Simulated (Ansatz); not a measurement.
Input and command of a calculation in Ansatz (plane waves; scalar-relativistic PAW potentials unless the input names others):

```yaml
crystal:
  lattice:
    - [4.4619080521, 0.0, 0.0]
    - [0.0, -4.4619080521, 0.0]
    - [0.0, 0.0, -4.4619080521]
  atoms:
    - { symbol: Ta, position: [0.0, 0.0, 0.0] }
    - { symbol: Ta, position: [0.5, 0.5, 0.0] }
    - { symbol: Ta, position: [0.5, 0.0, 0.5] }
    - { symbol: Ta, position: [0.0, 0.5, 0.5] }
    - { symbol: C, position: [0.5, 0.0, 0.0] }
    - { symbol: C, position: [0.0, 0.5, 0.0] }
    - { symbol: C, position: [0.0, 0.0, 0.5] }
    - { symbol: C, position: [0.5, 0.5, 0.5] }
basis:
  ecutwfc: 500
kpoints:
  mp_grid: { grid: [14, 14, 14] }
hamiltonian:
  xc: r2scan
  hubbard: { sites: [{ species: C, l: f, u_eff: 30.0 }] }
scf:
  occupations: { method: gaussian, width: 0.15 }
  max_iter: 75
output:
  forces: true
  eigenvalues: true
  stress: true
```

```bash
ansatz run input.yaml --threads 1 --pin off --max-ram 2560MiB --backend cpu --events-out ev --progress --plain --runs-dir out
```

Problem. What will the program do with this input?

Solution. The program refuses it, because of a U on a shell that isn't there (hamiltonian.hubbard: not typed → {"sites": [{"species": "C", "l": "f", "u_eff": 30.0}]}). Without that key it is accepted.

Abridged log:
```
Error: inconsistent input (hamiltonian.hubbard.sites[].l, hamiltonian.hubbard.sites[].shell): the file of C doesn't list 4f, and it can't be added: PBE doesn't bind the shell 4f of the free atom, whose level lies at +1.13 eV. Type an atom or ion with it (hamiltonian.pseudopotentials.projection_atoms), take another file or name another shell
```